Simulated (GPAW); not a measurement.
# HfC (Fm-3m) in GPAW: further runs

The runs below take HfC through single point, with AM05, revPBE, vdW-DF2, RPBE.

Program: GPAW 26.7.0. These are calculated values, not measurements. Logs are shortened: lines on timing, memory, paths and dates and some standing lists are left out, and cuts for length are marked. The log counts tension as positive stress, the text compression.

## Step 1: Starting point

It takes space group Fm-3m (No. 225, cubic). Conventional cell: a = 4.650 Å, b = 4.650 Å, c = 4.650 Å, α = 90.00°, β = 90.00°, γ = 90.00°. Hf (site symmetry m-3m) is surrounded by 6 C at 2.33 Å. Around C (site symmetry m-3m) lie 6 Hf at 2.33 Å.

## Step 2: Single point, AM05

File run.py:

```python
from ase import Atoms
from ase.dft.bandgap import bandgap
from ase.io import write
from ase.units import GPa
from gpaw import GPAW, PW, setup_paths

setup_paths.insert(0, '.')

atoms = Atoms(['Hf', 'C'],
              cell=[[0.0, 2.325, 2.325],
                    [2.325, 0.0, 2.325],
                    [2.325, 2.325, 0.0]],
              scaled_positions=[[0.5, 0.5, 0.5],
                                [0.0, 0.0, 0.0]],
              pbc=True)

calc = GPAW(mode=PW(800),
            xc='AM05',
            kpts={'size': (10, 10, 10), 'gamma': True},
            occupations={'name': 'fermi-dirac', 'width': 0.05},
            nbands=18,
            convergence={'density': 1e-05, 'energy': 1e-05},
            maxiter=150,
            txt='gpaw.txt')
atoms.calc = calc
energy = atoms.get_potential_energy()
forces = atoms.get_forces()
stress = atoms.get_stress()
calc.write('gs.gpw')
write('result.traj', atoms)
print(f'Energy: {energy:.6f} eV')
print('Forces (eV/A):')
print(forces.round(4))
print('Stress (GPa):', (stress / GPa).round(3))
print('Fermi level:', round(calc.get_fermi_level(), 4), 'eV')
print(f'Gap: {bandgap(calc)[0]:.4f} eV, direct: {bandgap(calc, direct=True)[0]:.4f} eV')
```

Potentials or basis: PAW data sets generated in the run's folder for this functional, pw.

On the command line:

```bash
$ gpaw-setup -f AM05 C Hf
$ OMP_NUM_THREADS=1 python run.py
```

gpaw.txt:

```text
__  _  _
 | _ |_)|_||  |
 |__||  | ||/\| - 26.7.0

Input parameters:
  mode=PW(ecut=800.0),
  convergence={'density': 1e-05, 'energy': 1e-05},
  kpts=MonkhorstPack(size=(10, 10, 10), gamma=True),
  maxiter=150,
  nbands=18,
  occupations=Occupations(name='fermi-dirac', width=0.05),
  xc=XC(name='AM05')

Diagonalizing LCAO Hamiltonian
Converting LCAO to pw mode

               Hf

       C

Atoms  # Å, Bohr magnetons
|   | symbol |        x |        y |        z |    initial magnetic moments |
|---|--------|----------|----------|----------|-----------------------------|
| 0 |     Hf | 2.325000 | 2.325000 | 2.325000 | ( 0.0000,  0.0000,  0.0000) |
| 1 |      C | 0.000000 | 0.000000 | 0.000000 | ( 0.0000,  0.0000,  0.0000) |

Unit cell  # Å
| periodic |        x |        y |        z |  lengths |    angles |
|----------|----------|----------|----------|----------|-----------|
|      yes | 0.000000 | 2.325000 | 2.325000 | 3.288047 | 60.000000 |
|      yes | 2.325000 | 0.000000 | 2.325000 | 3.288047 | 60.000000 |
|      yes | 2.325000 | 2.325000 | 0.000000 | 3.288047 | 60.000000 |

Number of symmetries: 48
Symmetry operations  # r_c * U_cc + t_c -> r_c
|    | kind |            matrix            |
|----|------|------------------------------|
|  0 |  σ   |  1, 0, 0,  1, 0,-1,  1,-1, 0 |
|  1 |  C2  |  1, 0, 0,  1,-1, 0,  1, 0,-1 |
|  2 |  E   |  1, 0, 0,  0, 1, 0,  0, 0, 1 |
|  3 |  σ   |  1, 0, 0,  0, 0, 1,  0, 1, 0 |
|  4 |  C4  |  1, 0,-1,  1, 0, 0,  1,-1, 0 |
|  5 |  S6  |  1, 0,-1,  1,-1, 0,  1, 0, 0 |
|  6 |  σ   |  1, 0,-1,  0, 1,-1,  0, 0,-1 |
|  7 |  C3  |  1, 0,-1,  0, 0,-1,  0, 1,-1 |
|  8 |  S6  |  1,-1, 0,  1, 0, 0,  1, 0,-1 |
|  9 |  C4  |  1,-1, 0,  1, 0,-1,  1, 0, 0 |
| 10 |  C3  |  1,-1, 0,  0,-1, 1,  0,-1, 0 |
| 11 |  σ   |  1,-1, 0,  0,-1, 0,  0,-1, 1 |
| 12 |  σ   |  0, 1, 0,  1, 0, 0,  0, 0, 1 |
| 13 |  C4  |  0, 1, 0,  0, 1,-1, -1, 1, 0 |
| 14 |  C3  |  0, 1, 0,  0, 0, 1,  1, 0, 0 |
| 15 |  S6  |  0, 1, 0, -1, 1, 0,  0, 1,-1 |
| 16 |  C2  |  0, 1,-1,  1, 0,-1,  0, 0,-1 |
| 17 |  σ   |  0, 1,-1,  0, 1, 0, -1, 1, 0 |
| 18 |  S4  |  0, 1,-1,  0, 0,-1,  1, 0,-1 |
| 19 |  C4  |  0, 1,-1, -1, 1, 0,  0, 1, 0 |
| 20 |  C3  |  0, 0, 1,  1, 0, 0,  0, 1, 0 |
| 21 |  σ   |  0, 0, 1,  0, 1, 0,  1, 0, 0 |
| 22 |  S6  |  0, 0, 1,  0,-1, 1, -1, 0, 1 |
| 23 |  C4  |  0, 0, 1, -1, 0, 1,  0,-1, 1 |
| 24 |  S4  |  0, 0,-1,  1, 0,-1,  0, 1,-1 |
| 25 |  C3  |  0, 0,-1,  0, 1,-1,  1, 0,-1 |
| 26 |  C2  |  0, 0,-1,  0,-1, 0, -1, 0, 0 |
| 27 |  S6  |  0, 0,-1, -1, 0, 0,  0,-1, 0 |
| 28 |  S4  |  0,-1, 1,  1,-1, 0,  0,-1, 0 |
| 29 |  C4  |  0,-1, 1,  0, 0, 1, -1, 0, 1 |
| 30 |  C2  |  0,-1, 1,  0,-1, 0,  1,-1, 0 |
| 31 |  σ   |  0,-1, 1, -1, 0, 1,  0, 0, 1 |
| 32 |  C3  |  0,-1, 0,  1,-1, 0,  0,-1, 1 |
| 33 |  S6  |  0,-1, 0,  0, 0,-1, -1, 0, 0 |
| 34 |  S4  |  0,-1, 0,  0,-1, 1,  1,-1, 0 |
| 35 |  C2  |  0,-1, 0, -1, 0, 0,  0, 0,-1 |
| 36 |  C2  | -1, 1, 0,  0, 1, 0,  0, 1,-1 |
| 37 |  S6  | -1, 1, 0,  0, 1,-1,  0, 1, 0 |
| 38 |  S4  | -1, 1, 0, -1, 0, 1, -1, 0, 0 |
| 39 |  C3  | -1, 1, 0, -1, 0, 0, -1, 0, 1 |
| 40 |  S6  | -1, 0, 1,  0, 0, 1,  0,-1, 1 |
| 41 |  C2  | -1, 0, 1,  0,-1, 1,  0, 0, 1 |
| 42 |  C3  | -1, 0, 1, -1, 1, 0, -1, 0, 0 |
| 43 |  S4  | -1, 0, 1, -1, 0, 0, -1, 1, 0 |
| 44 |  C2  | -1, 0, 0,  0, 0,-1,  0,-1, 0 |
| 45 |  i   | -1, 0, 0,  0,-1, 0,  0, 0,-1 |
| 46 |  σ   | -1, 0, 0, -1, 1, 0, -1, 0, 1 |
| 47 |  C2  | -1, 0, 0, -1, 0, 1, -1, 1, 0 |

BZ-sampling:
  Number of BZ points: 1000
  Number of IBZ points: 47

  Monkhorst-Pack size: [10, 10, 10]
  Monkhorst-Pack shift: [0.05, 0.05, 0.05]

K-points  # in reciprocal-cell coordinates
|     |                                coordinates |     weight |
|-----|--------------------------------------------|------------|
|   0 | (  0.00000000,   0.00000000,   0.00000000) | 0.00100000 |
|   1 | (  0.10000000,   0.10000000,   0.00000000) | 0.00600000 |
|   2 | (  0.10000000,   0.10000000,   0.10000000) | 0.00800000 |
|   3 | (  0.20000000,   0.10000000,   0.10000000) | 0.01200000 |
|   4 | (  0.20000000,   0.20000000,   0.00000000) | 0.00600000 |
|   5 | (  0.20000000,   0.20000000,   0.10000000) | 0.02400000 |
|   6 | (  0.20000000,   0.20000000,   0.20000000) | 0.00800000 |
|   7 | (  0.30000000,   0.20000000,   0.10000000) | 0.02400000 |
|   8 | (  0.30000000,   0.20000000,   0.20000000) | 0.02400000 |
|   9 | (  0.30000000,   0.30000000,   0.00000000) | 0.00600000 |
| ... |                                            |            |
|  46 | (  0.50000000,   0.50000000,   0.50000000) | 0.00400000 |

Plane wave coefficients: 1308
Cutoff: 800.0 eV

Spin-components: 1 (collinear spins)
Bands:           18
Projectors:      11
Spin-degeneracy: 2
Datatype:        complex128

Parallelization:
  kpt:    1
  domain: 1
  band:   1

Density:
  Valence electrons: 16.0
  Components: 1
  Grid points: [24 24 24]
  Charge: 0.0  # |e|

Potential:
  Grid points: [24 24 24]

species:
  Hf:
    name:    Hafnium
    Z:       72.0
    valence: 12
    core:    60
    charge:  0.0  # [|e|]
    compensation charges:
      type: gauss
      rc: 0.41  # [Å]
      lmax: 2
    cutoffs:
      filter: 2.36  # [Å]
      core: 4.02  # [Å]
    projectors
    | kind |    occ | energy [eV] | rcut [Å] |
    |------|--------|-------------|----------|
    |   5s |  2.000 |     -66.868 |    1.397 |
    |   6s |  2.000 |      -5.050 |    1.397 |
    |   5p |  6.000 |     -35.616 |    1.307 |
    |   6p |  0.000 |      -1.329 |    1.307 |
    |   5d |  2.000 |      -2.680 |    1.334 |
    |    d |        |      24.531 |    1.334 |

    Using partial waves for Hf as LCAO basis

  C:
    name:    Carbon
    Z:       6.0
    valence: 4
    core:    2
    charge:  0.0  # [|e|]
    compensation charges:
      type: gauss
      rc: 0.20  # [Å]
      lmax: 2
    cutoffs:
      filter: 1.14  # [Å]
      core: 1.14  # [Å]
    projectors
    | kind |    occ | energy [eV] | rcut [Å] |
    |------|--------|-------------|----------|
    |   2s |  2.000 |     -13.603 |    0.635 |
    |   2p |  2.000 |      -5.213 |    0.635 |
    |    s |        |      13.608 |    0.635 |
    |    p |        |      21.998 |    0.635 |
    |    d |        |       0.000 |    0.635 |

    Using partial waves for C as LCAO basis

Reference energy: -410671.166250  # eV

eigensolver:
  PPCG
  Converge bands: occupied
  niter=2

density mixing:
  MSR1-Mixer
  Pratt-step length: 0.05
  Maximum mixing coefficient: 0.75
  Old densities: 10
  SVD Regularization: 0.005
  Good broyden scale: 1.0
  Trust region scale: 1.0
  Backstep threshold: 4.0
  History deletion threshold: 6.0
  Fourier metric: weight=20.0, sigma=0.015

occupation numbers:
  Fermi-Dirac:
    width: 0.0500  # eV

poisson solver:
  ecut: 6400.0  # eV

xc functional:
  name: AM05 with 2 nearest neighbor stencil

convergence criteria:
- Maximum integral of absolute [dens]ity change: 1e-05 electrons / valence electron
- Maximum [total energy] change in last 3 cyles: 1e-05 eV / valence electron
- Maximum integral of absolute [eigenst]ate change: 4e-08 eV^2 / valence electron
maximum number of iterations: 150

SCF iterations
|iter     | |      energy | eigst |  dens |
|---------|-|-------------|-------|-------|
|iter:   1| |  -21.017829 | -0.36 |       |
|iter:   2| |  -20.474333 | -2.59 | -0.82 |
|iter:   3| |  -19.240363 | -1.56 | -0.89 |
|iter:   4| |  -19.249095 | -3.10 | -1.62 |
|iter:   5| |  -19.256899 | -3.12 | -1.84 |
|iter:   6| |  -19.256829 | -5.19 | -2.99 |
|iter:   7| |  -19.256832c| -6.60 | -3.64 |
|iter:   8| |  -19.256832c| -7.56c| -4.18 |
|iter:   9| |  -19.256832c| -9.12c| -5.37c|

Converged in 9 steps
Energy contributions relative to reference atoms: (reference = -410671.166250)

Energy contributions:
  Kinetic:          17.497843
  Coulomb:         -18.532661
  Zero:             -0.388103
  External:          0.000000
  Xc:              -17.832519
  Entropy:          -0.002783
  Spinorbit:         0.000000
  ----------------------------
  Free energy:     -19.258224
  Extrapolated:    -19.256832

dipole moment: (-9.244367, -9.244367, -9.244367)  # |e|*Ang

Fermi level: 10.878
Eigenvalues  # (at kpt = [0.000, 0.000, 0.000])
| band index |      eig [eV] | occ [0-2] |
|------------|---------------|-----------|
|          0 |       -50.090 |     2.000 |
|          1 |       -18.728 |     2.000 |
|          2 |       -18.728 |     2.000 |
|          3 |       -18.728 |     2.000 |
|          4 |        -1.415 |     2.000 |
|          5 |        11.894 |     0.000 |
|          6 |        11.894 |     0.000 |
|          7 |        11.894 |     0.000 |
|          8 |        12.188 |     0.000 |
|          9 |        12.188 |     0.000 |
|         10 |        12.188 |     0.000 |
|         11 |        14.207 |     0.000 |
|         12 |        14.207 |     0.000 |
|        ... |               |           |
|         17 |        35.144 |     0.000 |

No gap
No difference between direct/indirect transitions

Forces  # eV/Ang
|        x |       y |        z |
|----------|---------|----------|
|  0.00000 | 0.00000 | -0.00000 |  # Hf   0
| -0.00000 | 0.00000 | -0.00000 |  # C    1

Stress tensor  # eV/Ang^3
|        x |        y |        z |
|----------|----------|----------|
| 0.037881 | 0.000000 | 0.000000 |
| 0.000000 | 0.037881 | 0.000000 |
| 0.000000 | 0.000000 | 0.037881 |

# Writing to gs.gpw (mode='')
```

Run time: 29 s. Hardware: 1 thread of Arm Neoverse V1, shared host; peak memory 0.2 GiB.

Results:

```
Free energy            : -19.2582 eV
Pressure               : -6.1 GPa
Band gap on the k mesh : none (metal or under the smearing width)
```

The run has no spin-orbit coupling, so splittings on Hf are missing.

## Step 3: Single point, revPBE

run.py, as its differences from that of step 2:

```diff
@@ -4,5 +4,3 @@
 from ase.units import GPa
-from gpaw import GPAW, PW, setup_paths
-
-setup_paths.insert(0, '.')
+from gpaw import GPAW, PW
 
@@ -17,3 +15,3 @@
 calc = GPAW(mode=PW(800),
-            xc='AM05',
+            xc='revPBE',
             kpts={'size': (10, 10, 10), 'gamma': True},
```

Potentials or basis: the program's PAW data sets (release 1.2.1) made for this functional, pw.

On the command line:

```bash
$ OMP_NUM_THREADS=1 python run.py
```

Wall time 25 s (1 thread of Arm Neoverse V1, shared host); peak memory 0.2 GiB.

The run converged. Its results:

```yaml
Free_energy: -17.8309 eV
Pressure: 4.5 GPa
Band_gap_on_the_k_mesh: none (metal or under the smearing width)
```

Levels at points of the mesh, in eV from the Fermi level:
| k point | band 6 | band 7 | band 8 | band 9 | band 10 | band 11 |
| --- | --- | --- | --- | --- | --- | --- |
| (0.00, 0.00, 0.00) | 0.98 | 0.98 | 0.98 | 1.37 | 1.37 | 1.37 |
| (0.50, 0.50, 0.00) | -2.68 | -1.80 | -0.14 | -0.14 | 5.26 | 6.69 |
| (0.50, 0.50, 0.50) | -6.16 | -3.02 | -3.02 | 5.28 | 5.28 | 5.76 |

Spin-orbit coupling is left out, which matters for the levels of Hf.

## Step 4: Single point, vdW-DF2

run.py, as its differences from that of step 3:

```diff
@@ -3,3 +3,2 @@
 from ase.io import write
-from ase.units import GPa
 from gpaw import GPAW, PW
@@ -15,3 +14,3 @@
 calc = GPAW(mode=PW(800),
-            xc='revPBE',
+            xc={'name': 'vdW-DF2', 'backend': 'libvdwxc'},
             kpts={'size': (10, 10, 10), 'gamma': True},
@@ -25,3 +24,2 @@
 forces = atoms.get_forces()
-stress = atoms.get_stress()
 calc.write('gs.gpw')
@@ -31,3 +29,2 @@
 print(forces.round(4))
-print('Stress (GPa):', (stress / GPa).round(3))
 print('Fermi level:', round(calc.get_fermi_level(), 4), 'eV')
```

Potentials or basis: GPAW PAW data sets (gpaw-data 1.2.1), pw.

On the command line:

```bash
$ OMP_NUM_THREADS=1 python run.py
```

gpaw.txt:

```text
__  _  _
 | _ |_)|_||  |
 |__||  | ||/\| - 26.7.0

Input parameters:
  mode=PW(ecut=800.0),
  convergence={'density': 1e-05, 'energy': 1e-05},
  kpts=MonkhorstPack(size=(10, 10, 10), gamma=True),
  maxiter=150,
  nbands=18,
  occupations=Occupations(name='fermi-dirac', width=0.05),
  xc=XC(name='vdW-DF2', backend='libvdwxc')

Diagonalizing LCAO Hamiltonian
Converting LCAO to pw mode

               Hf

       C

Atoms  # Å, Bohr magnetons
|   | symbol |        x |        y |        z |    initial magnetic moments |
|---|--------|----------|----------|----------|-----------------------------|
| 0 |     Hf | 2.325000 | 2.325000 | 2.325000 | ( 0.0000,  0.0000,  0.0000) |
| 1 |      C | 0.000000 | 0.000000 | 0.000000 | ( 0.0000,  0.0000,  0.0000) |

Unit cell  # Å
| periodic |        x |        y |        z |  lengths |    angles |
|----------|----------|----------|----------|----------|-----------|
|      yes | 0.000000 | 2.325000 | 2.325000 | 3.288047 | 60.000000 |
|      yes | 2.325000 | 0.000000 | 2.325000 | 3.288047 | 60.000000 |
|      yes | 2.325000 | 2.325000 | 0.000000 | 3.288047 | 60.000000 |

Number of symmetries: 48
Symmetry operations  # r_c * U_cc + t_c -> r_c
|    | kind |            matrix            |
|----|------|------------------------------|
|  0 |  σ   |  1, 0, 0,  1, 0,-1,  1,-1, 0 |
|  1 |  C2  |  1, 0, 0,  1,-1, 0,  1, 0,-1 |
|  2 |  E   |  1, 0, 0,  0, 1, 0,  0, 0, 1 |
|  3 |  σ   |  1, 0, 0,  0, 0, 1,  0, 1, 0 |
|  4 |  C4  |  1, 0,-1,  1, 0, 0,  1,-1, 0 |
[... 165 lines left out ...]

xc functional:
  name: vdW-DF2 with libvdwxc
  Mode: serial
  Semilocal: GGA_X_RPW86+LDA_C_PW with 2 nearest neighbor stencil
  Local blocksize: 48 x 48 x 48
  PAW datasets: PBE

convergence criteria:
- Maximum integral of absolute [dens]ity change: 1e-05 electrons / valence electron
- Maximum [total energy] change in last 3 cyles: 1e-05 eV / valence electron
- Maximum integral of absolute [eigenst]ate change: 4e-08 eV^2 / valence electron
maximum number of iterations: 150

SCF iterations
|iter     | |      energy | eigst |  dens |
|---------|-|-------------|-------|-------|
|iter:   1| | -183.209978 | -0.26 |       |
|iter:   2| | -182.292040 | -2.32 | -0.73 |
|iter:   3| | -180.365979 | -1.23 | -0.80 |
|iter:   4| | -180.385220 | -3.03 | -1.61 |
|iter:   5| | -180.406584 | -2.60 | -1.78 |
|iter:   6| | -180.406276 | -4.98 | -2.88 |
|iter:   7| | -180.406262 | -6.18 | -3.50 |
|iter:   8| | -180.406267c| -6.16 | -3.80 |
|iter:   9| | -180.406267c| -8.26c| -4.78 |
|iter:  10| | -180.406267c| -8.02c| -5.14c|

Converged in 10 steps
Energy contributions relative to reference atoms: (reference = -410913.743391)

Energy contributions:
  Kinetic:          21.331404
  Coulomb:         -20.909541
  Zero:             -0.656383
  External:          0.000000
  Xc:             -180.170549
  Entropy:          -0.002395
  Spinorbit:         0.000000
  ----------------------------
  Free energy:    -180.407465
  Extrapolated:   -180.406267

dipole moment: (-9.224736, -9.224736, -9.224736)  # |e|*Ang

Fermi level: 11.235
Eigenvalues  # (at kpt = [0.000, 0.000, 0.000])
| band index |      eig [eV] | occ [0-2] |
|------------|---------------|-----------|
|          0 |       -50.001 |     2.000 |
|          1 |       -18.666 |     2.000 |
|          2 |       -18.666 |     2.000 |
|          3 |       -18.666 |     2.000 |
|          4 |        -0.951 |     2.000 |
|          5 |        12.136 |     0.000 |
|          6 |        12.136 |     0.000 |
|          7 |        12.136 |     0.000 |
|          8 |        12.611 |     0.000 |
|          9 |        12.611 |     0.000 |
|         10 |        12.611 |     0.000 |
|         11 |        14.542 |     0.000 |
|         12 |        14.542 |     0.000 |
|        ... |               |           |
|         17 |        35.582 |     0.000 |

No gap
No difference between direct/indirect transitions

Forces  # eV/Ang
|       x |        y |        z |
|---------|----------|----------|
| 0.00000 | -0.00000 | -0.00000 |  # Hf   0
| 0.00000 |  0.00000 |  0.00000 |  # C    1

# Writing to gs.gpw (mode='')
```

stdout:

```text
Energy: -180.406267 eV
Forces (eV/A):
[[ 0. -0. -0.]
 [ 0.  0.  0.]]
Fermi level: 11.2352 eV
Gap: 0.0000 eV, direct: 0.0000 eV
```

Run time: 29 s. Hardware: 1 thread of Arm Neoverse V1, shared host; peak memory 0.22 GiB.

What came out:

* Free energy: -180.4075 eV
* Band gap on the k mesh: none (metal or under the smearing width)

Caveat: the PAW data sets were made with another functional, which shifts forces and pressure a little.

## Step 5: Single point, RPBE

run.py, as its differences from that of step 4:

```diff
@@ -3,2 +3,3 @@
 from ase.io import write
+from ase.units import GPa
 from gpaw import GPAW, PW
@@ -14,3 +15,3 @@
 calc = GPAW(mode=PW(800),
-            xc={'name': 'vdW-DF2', 'backend': 'libvdwxc'},
+            xc='RPBE',
             kpts={'size': (10, 10, 10), 'gamma': True},
@@ -24,2 +25,3 @@
 forces = atoms.get_forces()
+stress = atoms.get_stress()
 calc.write('gs.gpw')
@@ -29,2 +31,3 @@
 print(forces.round(4))
+print('Stress (GPa):', (stress / GPa).round(3))
 print('Fermi level:', round(calc.get_fermi_level(), 4), 'eV')
```

Potentials or basis: the program's PAW data sets (release 1.2.1) made for this functional, pw.

On the command line:

```bash
$ OMP_NUM_THREADS=1 python run.py
```

Run time: 25 s. Hardware: 1 thread of Arm Neoverse V1, shared host; peak memory 0.2 GiB.

It converged, with:

```
Free energy            : -17.6755 eV
Pressure               : 5.7 GPa
Band gap on the k mesh : none (metal or under the smearing width)
```

Levels at points of the mesh, in eV from the Fermi level:
```tsv
k point	band 5	band 6	band 7	band 8	band 9	band 10	band 11	band 12
(0.00, 0.00, 0.00)	-12.38	0.98	0.98	0.98	1.37	1.37	1.37	3.36
(0.50, 0.50, 0.00)	-10.51	-2.69	-1.80	-0.15	-0.15	5.26	6.70	6.70
(0.50, 0.50, 0.50)	-8.70	-6.16	-3.02	-3.02	5.29	5.29	5.77	6.51
```

The run has no spin-orbit coupling, so splittings on Hf are missing.

## Step 6: Overview

```csv
level,potentials or basis,gap on the mesh (eV),pressure (GPa)
AM05,"PAW data sets generated in the run's folder for this functional, pw",none,-6.1
revPBE,"the program's PAW data sets (release 1.2.1) made for this functional, pw",none,4.5
vdW-DF2,"GPAW PAW data sets (gpaw-data 1.2.1), pw",none,-
RPBE,"the program's PAW data sets (release 1.2.1) made for this functional, pw",none,5.7
```

Alike in all rows: task single point; no spin polarisation; cell as given; k mesh 10 × 10 × 10; cutoff (eV) 800; smearing fermi-dirac 0.05 eV.

Caveats: the PAW data sets were made with another functional, which shifts forces and pressure a little (some runs).

Absolute energies hang on the potentials; compare differences alone.
